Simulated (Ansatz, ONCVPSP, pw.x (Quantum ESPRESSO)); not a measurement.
tantalum (sc): variants of one ONCV potential in the solid

- Element: tantalum
- Generator: ONCVPSP 4.0.1.1 (patched build)
- Type: optimised norm-conserving Vanderbilt (ONCV)
- Functional: PBE
- Relativity: scalar-relativistic
- Frozen core: [Kr] 4d10 4f14
- Valence charge: 13
- Reference configuration: 5s2 5p6 5d3 6s1 6p1
- Partial waves: 5s+6s: rc 1.90 bohr, ncon 4, nbas 7, qcut 8.4 1/bohr, 3 projectors, debl 2.1 Ha; 5p+6p: rc 2.50 bohr, ncon 3, nbas 6, qcut 5.1 1/bohr, 2 projectors; 5d: rc 2.70 bohr, ncon 3, nbas 7, qcut 4.7 1/bohr, 1 projector
- Local potential: polynomial inside 1.25 bohr (lpopt 5, dvloc0 4 Ha)
- Core correction: Teter function, fcfact 5.75, rcfact 1.7

Crystal test: sc Ta in pw.x 7.5, no spin, 12³ k-points, Fermi–Dirac smearing 0.01 Ry, cutoffs set for each file from its atomic test. The reference is all-electron LAPW (Ansatz 0.2.0) with the same functional, mesh and smearing; V0 and B0 come from Birch–Murnaghan fits to the pressures at five volumes. Errors are pseudo minus all-electron; Δ is the rms difference of the E(V) curves that follow from these fits, minima aligned, over ±6 % about the mean V0. Mesh and smearing are coarse, so the numbers serve the comparison and aren't converged zero-temperature values; the lattice is a test structure that the element need not adopt.

All-electron: a0 = 2.742 Å (V0 = 20.63 Å³/atom), B0 = 143.1 GPa.

Base: The largest radius (2.70 bohr) exceeds half the bond length (2.58 bohr), so the spheres overlap, which is one possible source of error among others. The generator flags a localised state at positive energy (p at 24 eV). Atomic configuration tests: 1 of 4 tests not solved or not reliable.

1 further variants are left out: they gave no file fit for a test, a broken result, the same result as the base, or pressures whose basis-set error rivals the error shown.

```csv
change,cutoffs (Ry),pw.x,a0 (Å),a0 error (%),B0 error (%),Δ (meV/atom),mean pressure error (GPa)
base,60/240,converged,2.744,+0.07,-3.0,1.3,+0.21
"core correction Teter function, fcfact 5.75, rcfact 1",60/240,converged,2.737,-0.20,-3.0,3.9,-0.93
p: rc 2.4,60/240,converged,2.744,+0.06,-3.0,1.2,+0.19
d: nbas 6,60/240,converged,2.744,+0.07,-3.0,1.3,+0.22
p: nproj 3,60/240,converged,2.744,+0.06,-3.1,1.2,+0.20
```
